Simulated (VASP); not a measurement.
A run of VASP 6.6.1 is set up as follows.

INCAR

```
PREC = Accurate
ENCUT = 600
EDIFF = 1E-7
ISMEAR = 0
SIGMA = 0.03
LREAL = False
LASPH = True
NELM = 80
ALGO = Normal
ISIF = 3
LWAVE = False
LCHARG = False
GGA = PE
IBRION = 2
NSW = 90
EDIFFG = -0.005
```

KPOINTS

```
regular mesh
0
Gamma
  8 8 8
```

POSCAR

```
KI                                      
1.0
    0.0000000000      3.5943860769      3.5943860769
    3.5943860769     -0.0000000000      3.5943860769
    3.5943860769      3.5943860769     -0.0000000000
  K               I             
     1     1
Direct
     0.0000000000000000    0.0000000000000000    0.0000000000000000
     0.5000000000000000    0.5000000000000000    0.5000000000000000
```

Potentials or basis: VASP PAW PBE potentials, release 64 (K_sv, I).

Command:

```bash
$ cat potpaw_PBE.64/K_sv/POTCAR potpaw_PBE.64/I/POTCAR > POTCAR
$ mpirun -np 1 vasp_std > vasp.out
```

Estimate the band gap on the k mesh.

3.85 eV, direct.

Final structure:
```yaml
crystal:
  lattice:
    - [0.00000, 3.59439, 3.59439]
    - [3.59439, 0.00000, 3.59439]
    - [3.59439, 3.59439, 0.00000]
  atoms:
    - { symbol: K, position: [0.00000, 0.00000, 0.00000] }
    - { symbol: I, position: [0.50000, 0.50000, 0.50000] }
```

Caveat: the relaxation stopped at its first step, so nothing moved; spin-orbit coupling is left out, which moves the levels of the heavy elements. A k mesh can miss the band edges.
